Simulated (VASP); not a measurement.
# ZnS (Wurtzite-2H) (P6_3mc) in VASP: a series of runs

Aim: see how the results for ZnS (Wurtzite-2H) move with the level of theory and the settings. Levels: PBEsol+D3(BJ), PBEsol+D4, PBEsol. Tasks: single point.

Program: VASP 6.6.1. These are calculated values, not measurements. Logs are shortened: lines on timing, memory, paths and dates and some standing lists are left out, and cuts for length are marked.

**Measured values to compare with.**

A printed reference work, monograph reports, for a bulk crystal of ZnS at 4 K: band gap 3.911 eV (direct).

The results are compared with them further down.

### 1 The cell of the first run

The structure is hexagonal, space group P6_3mc (No. 186). Conventional cell: a = 3.746 Å, b = 3.746 Å, c = 6.154 Å, α = 90.00°, β = 90.00°, γ = 120.00°. Within 3.0 Å of Zn (site symmetry 3m) lie 4 S at 2.30 Å. Within 3.0 Å of S (site symmetry 3m) lie 4 Zn at 2.30 Å.

### 2 Single point, PBEsol+D3(BJ)

File INCAR:

```
SYSTEM = ZnS
  ALGO = Normal
  EDIFF = 1E-6
  ENCUT = 520
  GGA = PS
  ISIF = 2
  ISMEAR = -1
  IVDW = 12
  LASPH = .True.
  LCHARG = .False.
  LREAL = .False.
  LWAVE = .False.
  NBANDS = 26
  NELM = 100
  PREC = Accurate
  SIGMA = 0.05
```

File KPOINTS:

```
k-points
0
Gamma
  8 8 5
  0 0 0
```

File POSCAR:

```
ZnS
1.0
    3.7460069493      0.0000000000      0.0000000000
   -1.8730034746      3.2441371808      0.0000000000
    0.0000000000      0.0000000000      6.1536051842
Zn S
2 2
Direct
    0.6666666667      0.3333333333      0.5055626276
    0.3333333333      0.6666666667      0.0055626276
    0.6666666667      0.3333333333      0.8794373724
    0.3333333333      0.6666666667      0.3794373724
```

Potentials or basis: VASP PAW PBE potentials, release 64 (Zn, S).

Run with:

```console
$ cat potpaw_PBE.64/Zn/POTCAR potpaw_PBE.64/S/POTCAR > POTCAR
$ mpirun -np 1 vasp_std > vasp.out
```

OUTCAR:

```text
SYSTEM = ZnS
   EDIFF = 1E-6
   ENCUT = 520
   GGA = PS
   ISIF = 2
   ISMEAR = -1
   IVDW = 12
   LASPH = .True.
   LREAL = .False.
   NELM = 100
   PREC = Accurate
 IVDW          = 12

 ion  position               nearest neighbor table
   1  0.667  0.333  0.506-   4 2.30   4 2.30   4 2.30   3 2.30
   2  0.333  0.667  0.006-   3 2.30   3 2.30   3 2.30   4 2.30
   3  0.667  0.333  0.879-   2 2.30   2 2.30   2 2.30   1 2.30
   4  0.333  0.667  0.379-   1 2.30   1 2.30   1 2.30   2 2.30

  LATTYP: Found a hexagonal cell.
 ALAT       =     3.7460069493
 C/A-ratio  =     1.6427105629

  Lattice vectors:

 A1 = (   3.7460069493,   0.0000000000,   0.0000000000)
 A2 = (  -1.8730034746,   3.2441371808,   0.0000000000)
 A3 = (   0.0000000000,   0.0000000000,   6.1536051842)

Analysis of symmetry for initial positions (statically):
=====================================================================
 Subroutine PRICEL returns:
 Original cell was already a primitive cell.

 Routine SETGRP: Setting up the symmetry group for a
 hexagonal supercell.

 Subroutine GETGRP returns: Found 12 space group operations
 (whereof  6 operations were pure point group operations)
 out of a pool of 24 trial point group operations.

The static configuration has the point symmetry C_3v.
 The point group associated with its full space group is C_6v.

Analysis of symmetry for dynamics (positions and initial velocities):
=====================================================================
 Subroutine PRICEL returns:
 Original cell was already a primitive cell.

 Routine SETGRP: Setting up the symmetry group for a
 hexagonal supercell.

 Subroutine GETGRP returns: Found 12 space group operations
 (whereof  6 operations were pure point group operations)
 out of a pool of 24 trial point group operations.

The dynamic configuration has the point symmetry C_3v.
 The point group associated with its full space group is C_6v.

 Subroutine INISYM returns: Found 12 space group operations
 (whereof  6 operations are pure point group operations),
 and found     1 'primitive' translations

----------------------------------------------------------------------------------------

                                     Primitive cell

  volume of cell :      74.7821

  direct lattice vectors                    reciprocal lattice vectors
     3.746006949  0.000000000  0.000000000     0.266950920  0.154124185  0.000000000
    -1.873003475  3.244137181  0.000000000     0.000000000  0.308248371  0.000000000
     0.000000000  0.000000000  6.153605184     0.000000000  0.000000000  0.162506363

  length of vectors
     3.746006949  3.746006949  6.153605184     0.308248371  0.308248371  0.162506363

  position of ions in fractional coordinates (direct lattice)
     0.666666667  0.333333333  0.505562628
     0.333333333  0.666666667  0.005562628
     0.666666667  0.333333333  0.879437372
     0.333333333  0.666666667  0.379437372

  ion indices of the primitive-cell ions
   primitive index   ion index
                 1           1
                 2           2
                 3           3
                 4           4

----------------------------------------------------------------------------------------

 KPOINTS: k-points

Automatic generation of k-mesh.
 Grid dimensions read from file:
 generate k-points for:    8    8    5

 Generating k-lattice:

  Cartesian coordinates                     Fractional coordinates (reciprocal lattice)
     0.033368865  0.019265523  0.000000000     0.125000000  0.000000000  0.000000000
     0.000000000  0.038531046  0.000000000     0.000000000  0.125000000  0.000000000
     0.000000000  0.000000000  0.032501273     0.000000000  0.000000000  0.200000000

  Length of vectors
     0.038531046  0.038531046  0.032501273

  Shift w.r.t. Gamma in fractional coordinates (k-lattice)
     0.000000000  0.000000000  0.000000000

 Subroutine IBZKPT returns following result:
 ===========================================

 Found     30 irreducible k-points:

 Following reciprocal coordinates:
            Coordinates               Weight
  0.000000  0.000000  0.000000      1.000000
  0.125000  0.000000  0.000000      6.000000
  0.250000  0.000000  0.000000      6.000000
  0.375000 -0.000000  0.000000      6.000000
  0.500000  0.000000  0.000000      3.000000
  0.125000  0.125000  0.000000      6.000000
[... 16 lines left out ...]
  0.250000  0.000000  0.400000     12.000000
  0.375000 -0.000000  0.400000     12.000000
 [... further k-points ...]
   k-points           NKPTS =     30   k-points in BZ     NKDIM =     30   number of bands    NBANDS=     26
   number of dos      NEDOS =    301   number of ions     NIONS =      4
   total plane-waves  NPLWV =  37632
   dimension x,y,z NGX =    28 NGY =   28 NGZ =   48
   dimension x,y,z NGXF=    56 NGYF=   56 NGZF=   96
   ions per type =               2   2
   NGX,Y,Z   is equivalent  to a cutoff of  12.43, 12.43, 12.97 a.u.
   NGXF,Y,Z  is equivalent  to a cutoff of  24.85, 24.85, 25.94 a.u.
 SYSTEM =  ZnS
   PREC   = accura    normal or accurate (medium, high low for compatibility)
   ISTART =      0    job   : 0-new  1-cont  2-samecut
   ICHARG =      2    charge: 1-file 2-atom 10-const
   ISPIN  =      1    spin polarized calculation?
   LNONCOLLINEAR =      F non collinear calculations
   LSORBIT =      F    spin-orbit coupling
   LASPH  =      T    aspherical Exc in radial PAW
   ENCUT  =  520.0 eV  38.22 Ry    6.18 a.u.   6.97  6.97 11.44*2*pi/ulx,y,z
   NELM   =    100;   NELMIN=  2; NELMDL= -5     # of ELM steps
   EDIFF  = 0.1E-05   stopping-criterion for ELM
   LREAL  =      F    real-space projection
   EDIFFG = 0.1E-04   stopping-criterion for IOM
   NSW    =      0    number of steps for IOM
   IBRION =     -1    ionic relax: 0-MD 1-quasi-New 2-CG
   NFREE  =      0    steps in history (QN), initial steepest desc. (CG)
   ISIF   =      2    stress and relaxation
   ISYM   =      2    0-nonsym 1-usesym 2-fastsym
   POTIM  = 0.5000    time-step for ionic-motion
   TEBEG  =    0.0;   TEEND  =   0.0 temperature during run
   PSTRESS=    0.0 pullay stress
   NELECT =      36.0000    total number of electrons
   NUPDOWN=      -1.0000    fix difference up-down
   EMIN   =  10.00;   EMAX   =-10.00  energy-range for DOS
   EFERMI =   0.00;   METHOD = LEGACY
   ISMEAR =    -1;   SIGMA  =   0.05  broadening in eV -4-tet -1-fermi 0-gaus
   EFERMI_NEDOS =   21; number of points for ismear=-14 and -15
   IALGO  =     38    algorithm
   IMIX   =      4    mixing-type and parameters
     AMIX     =   0.40;   BMIX     =  1.00
     AMIX_MAG =   1.60;   BMIX_MAG =  1.00
  volume/ion in A,a.u.               =      18.70       126.16
  Fermi-wavevector in a.u.,A,eV,Ry     =   1.283049  2.424611 22.398106  1.646214
  Thomas-Fermi vector in A             =   2.415325
   LORBIT       =      0    0 simple, 1 ext, 2 COOP (PROOUT), +10 PAW based schemes
   GGA     = PS    functional components
   LHFCALC =     F    Hartree Fock is set to
   AEXX    =    0.0000 exact exchange contribution
   IVDW    =    12    specifies the selected vdW correction
   LEPSILON=     F    determine dielectric tensor
   LRPA    =     F    only Hartree local field effects (RPA)
 non-spin polarized calculation
  energy-cutoff  :      520.00
  volume of cell :       74.78
 maximum number of plane-waves:      2029
 NGX is ok and might be reduce to    28
   NGX = 13   NGY = 13   NGZ = 23

 number of electron      36.0000014 magnetization

 Free energy of the ion-electron system (eV)
  ---------------------------------------------------
  ext. energy  EPLUGINS =         0.00000000
  ---------------------------------------------------
  free energy    TOTEN  =       -15.14878701 eV

  energy without entropy =      -15.14878701  energy(sigma->0) =      -15.14878701

 E-fermi :   3.5644     XC(G=0): -10.0976

 val. band max:        2.5533649898   @ k =   0.0000   0.0000   0.0000
 cond. band min:       4.8385291359   @ k =   0.0000   0.0000   0.0000
 fundamental gap:      2.2851641460
 Fermi energy:         3.5644264992

 k-point     1 :       0.0000    0.0000    0.0000
  band No.  band energies     occupation
      1     -11.0247      2.00000
      2      -9.9745      2.00000
      3      -4.0647      2.00000
      4      -4.0449      2.00000
      5      -4.0449      2.00000
      6      -3.9545      2.00000
[... 18 lines left out ...]
     25      10.1932      0.00000
     26      11.8818      0.00000

 k-point     2 :       0.1250    0.0000    0.0000
  band No.  band energies     occupation
      1     -10.9085      2.00000
      2      -9.9089      2.00000
      3      -4.0626      2.00000
      4      -4.0372      2.00000
      5      -4.0223      2.00000
      6      -3.9445      2.00000
[... 18 lines left out ...]
     25      10.6960      0.00000
     26      11.0946      0.00000

 k-point     3 :       0.2500    0.0000    0.0000
  band No.  band energies     occupation
      1     -10.5950      2.00000
      2      -9.7555      2.00000
      3      -4.0828      2.00000
      4      -3.9964      2.00000
      5      -3.9750      2.00000
      6      -3.8851      2.00000
[... 18 lines left out ...]
     25      11.0747      0.00000
     26      11.4044      0.00000

 k-point     4 :       0.3750   -0.0000    0.0000
  band No.  band energies     occupation
      1     -10.2034      2.00000
      2      -9.6330      2.00000
      3      -4.0729      2.00000
      4      -3.9456      2.00000
      5      -3.9419      2.00000
      6      -3.7488      2.00000
[... 18 lines left out ...]
     25      11.3746      0.00000
     26      13.0467      0.00000

 k-point     5 :       0.5000    0.0000    0.0000
  band No.  band energies     occupation
      1      -9.9861      2.00000
      2      -9.6207      2.00000
      3      -4.0597      2.00000
      4      -3.9329      2.00000
      5      -3.8403      2.00000
      6      -3.7871      2.00000
[... 18 lines left out ...]
     25      11.6001      0.00000
     26      14.1001      0.00000

 k-point     6 :       0.1250    0.1250    0.0000
  band No.  band energies     occupation
      1     -10.6929      2.00000
      2      -9.7991      2.00000
      3      -4.0635      2.00000
      4      -4.0027      2.00000
      5      -3.9993      2.00000
      6      -3.9197      2.00000
[... 427 lines left out ...]
 k-point    21 :       0.0000    0.0000    0.4000
  band No.  band energies     occupation
      1     -10.7055      2.00000
      2     -10.3853      2.00000
      3      -4.0814      2.00000
      4      -4.0218      2.00000
      5      -4.0218      2.00000
      6      -4.0194      2.00000
[... 18 lines left out ...]
     25       9.4407      0.00000
     26      10.0115      0.00000

 k-point    22 :       0.1250    0.0000    0.4000
  band No.  band energies     occupation
      1     -10.6014      2.00000
      2     -10.2958      2.00000
      3      -4.0934      2.00000
      4      -4.0465      2.00000
      5      -3.9947      2.00000
      6      -3.9947      2.00000
[... 18 lines left out ...]
     25       9.9029      0.00000
     26      10.3522      0.00000

 k-point    23 :       0.2500    0.0000    0.4000
  band No.  band energies     occupation
      1     -10.3274      2.00000
      2     -10.0690      2.00000
      3      -4.1120      2.00000
      4      -4.0668      2.00000
      5      -3.9324      2.00000
      6      -3.9157      2.00000
[... 18 lines left out ...]
     25      10.5638      0.00000
     26      10.9770      0.00000

 k-point    24 :       0.3750   -0.0000    0.4000
  band No.  band energies     occupation
      1     -10.0077      2.00000
      2      -9.8305      2.00000
      3      -4.1097      2.00000
      4      -4.0654      2.00000
      5      -3.8780      2.00000
      6      -3.8172      2.00000
[... 18 lines left out ...]
     25      11.7429      0.00000
     26      11.8681      0.00000

 [... further k-points ...]

------------------------ aborting loop because EDIFF is reached ----------------------------------------

 Edisp (eV)   -1.09282

 E8    (eV) :    -0.6691

  FORCE on cell =-STRESS in cart. coord.  units (eV):
  Direction    XX          YY          ZZ          XY          YZ          ZX
  --------------------------------------------------------------------------------------
  -------------------------------------------------------------------------------------
  Total       0.11424     0.11424     0.12117     0.00000     0.00000     0.00000
  in kB       2.44756     2.44756     2.59599     0.00000     0.00000     0.00000
  external pressure =        2.50 kB  Pullay stress =        0.00 kB

 VOLUME and BASIS-vectors are now :
 -----------------------------------------------------------------------------
  energy-cutoff  :      520.00
  volume of cell :       74.78
      direct lattice vectors                 reciprocal lattice vectors
     3.746006949  0.000000000  0.000000000     0.266950920  0.154124185  0.000000000
    -1.873003475  3.244137181  0.000000000     0.000000000  0.308248371  0.000000000
     0.000000000  0.000000000  6.153605184     0.000000000  0.000000000  0.162506363

 POSITION                                       TOTAL-FORCE (eV/Angst)
 -----------------------------------------------------------------------------------
      1.87300      1.08138      3.11103        -0.000000      0.000000      0.000263
     -0.00000      2.16276      0.03423         0.000000      0.000000      0.000263
      1.87300      1.08138      5.41171        -0.000000      0.000000     -0.000263
     -0.00000      2.16276      2.33491        -0.000000      0.000000     -0.000263
 -----------------------------------------------------------------------------------
    total drift:                               -0.000001     -0.000001     -0.000155

  FREE ENERGIE OF THE ION-ELECTRON SYSTEM (eV)
  ---------------------------------------------------
  free  energy   TOTEN  =       -16.2416027277 eV

  energy  without entropy=      -16.2416027277  energy(sigma->0) =      -16.24160273
```

Wall time 34 s (1 thread of Intel Xeon Platinum 8488C (Sapphire Rapids), shared host); peak memory 0.21 GiB.

What came out:

```
Free energy                : -16.2416 eV
Pressure                   : 0.2 GPa
Band gap on the k mesh     : 2.29 eV, direct
Dispersion energy per atom : -0.273 eV
```

Levels at points of the mesh, in eV from the valence-band top:
```
           k point  band 16  band 17  band 18  band 19  band 20  band 21
(0.00, 0.00, 0.00)    -0.10     0.00     0.00     2.29     3.08     6.18
(0.50, 0.00, 0.00)    -2.45    -1.89    -0.97     3.49     4.27     4.93
```

Caveat: the PAW data sets were made with another functional, which shifts forces and pressure a little.

[end of part 1 of 2]
